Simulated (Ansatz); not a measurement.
# AgCl: stress in a strained cell

Aim: deform AgCl (equal xy, yz and zx engineering shear strains of +2 %) and compute stress, forces and field gradients with LAPW, PAW and all-electron datasets made for the crystal.

Computed with Ansatz 0.2.0 (DFT PBEsol, scalar-relativistic, unless a step's input says otherwise).

## Step 1: The structure to begin with

It takes space group Fm-3m (No. 225, cubic). The conventional cell has a = 5.546 Å, b = 5.546 Å, c = 5.546 Å, α = 90.00°, β = 90.00°, γ = 90.00°. Around Ag (site symmetry m-3m) lie 6 Cl at 2.77 Å. Cl (site symmetry m-3m) is surrounded by 6 Ag at 2.77 Å.

Coordinates:

```cif
data_structure
_symmetry_space_group_name_H-M 'P 1'
_symmetry_Int_Tables_number 1
_cell_length_a 3.9218
_cell_length_b 3.9218
_cell_length_c 3.9218
_cell_angle_alpha 60.000
_cell_angle_beta 60.000
_cell_angle_gamma 60.000
_cell_volume 42.65
loop_
_atom_site_label
_atom_site_type_symbol
_atom_site_fract_x
_atom_site_fract_y
_atom_site_fract_z
_atom_site_occupancy
Ag1 Ag 0.50000 0.50000 0.50000 1
Cl1 Cl 0.00000 0.00000 0.00000 1
```

Atoms are numbered in the order of the input: Ag1, Cl2.

## Step 2: The deformed structure

Space group Fm-3m before, R-3m after.

## Step 3: LAPW, all electrons

input.yaml

```yaml
crystal:
  lattice:
    - [0.055463, 2.8008815, 2.8008815]
    - [2.8008815, 0.055463, 2.8008815]
    - [2.8008815, 2.8008815, 0.055463]
  atoms:
    - { symbol: Ag, position: [0.5, 0.5, 0.5] }
    - { symbol: Cl, position: [0.0, 0.0, 0.0] }
kpoints:
  mp_grid: { grid: [9, 9, 9] }
  band_path:
    path:
      - [0.0, 0.0, 0.0]
      - [0.5, 0.5, 0.5]
      - [0.2451701269, 0.5, 0.7548298731]
      - [-0.2451701269, 0.2451701269, 0.5]
      - [0.0, 0.0, 0.5]
      - [0.0, 0.0, 0.0]
      - [-0.3725850634, 0.0, 0.3725850634]
      - [0.0, 0.3725850634, 0.6274149366]
      - [0.0, 0.5, 0.5]
    npoints: 5
scf:
  occupations: { method: fermi_dirac, width: 0.01 }
hamiltonian:
  xc: pbesol
  pseudopotentials: { kind: all_electron, lapw: { basis_error: 0.0005 } }
output:
  forces: true
  stress: true
  eigenvalues: true
```

Started as:

```sh
$ ansatz run input.yaml --threads 1 --pin off --max-ram 3072MiB --backend cpu --events-out ev --progress --plain --runs-dir out
```

## Step 4: PAW on the default files

input.yaml

```yaml
crystal:
  lattice:
    - [0.055463, 2.8008815, 2.8008815]
    - [2.8008815, 0.055463, 2.8008815]
    - [2.8008815, 2.8008815, 0.055463]
  atoms:
    - { symbol: Ag, position: [0.5, 0.5, 0.5] }
    - { symbol: Cl, position: [0.0, 0.0, 0.0] }
kpoints:
  mp_grid: { grid: [9, 9, 9] }
scf:
  occupations: { method: fermi_dirac, width: 0.01 }
hamiltonian:
  xc: pbesol
  pseudopotentials: { kind: paw }
output:
  forces: true
  stress: true
  eigenvalues: true
  efg: { contact_densities: true }
```

## Step 5: Datasets made for this crystal

input.yaml, as its differences from that of step 4:

```diff
@@ -14,3 +14,3 @@
   xc: pbesol
-  pseudopotentials: { kind: paw }
+  pseudopotentials: { kind: all_electron, datasets: crystal }
 output:
```

(Steps that only read results are left out.)

Before running it: what results should come out? Wanted: pressure; largest shear or deviatoric stress.

**Answer**, as computed:

```
                                 quantity                                              value
                                 pressure  LAPW -2.65, PAW -2.65, crystal datasets -2.64 GPa
largest shear or deviatoric stress (LAPW)                                           0.13 GPa
```

In words: The largest part of the stress beyond the pressure is 0.13 GPa in size; the atoms are carried along and not relaxed. No run of the undeformed cell stands beside it, so the pressure holds what the given cell had before the change. PAW: stress within 0.01 GPa of LAPW. Crystal datasets: stress within 0.01 GPa of LAPW.
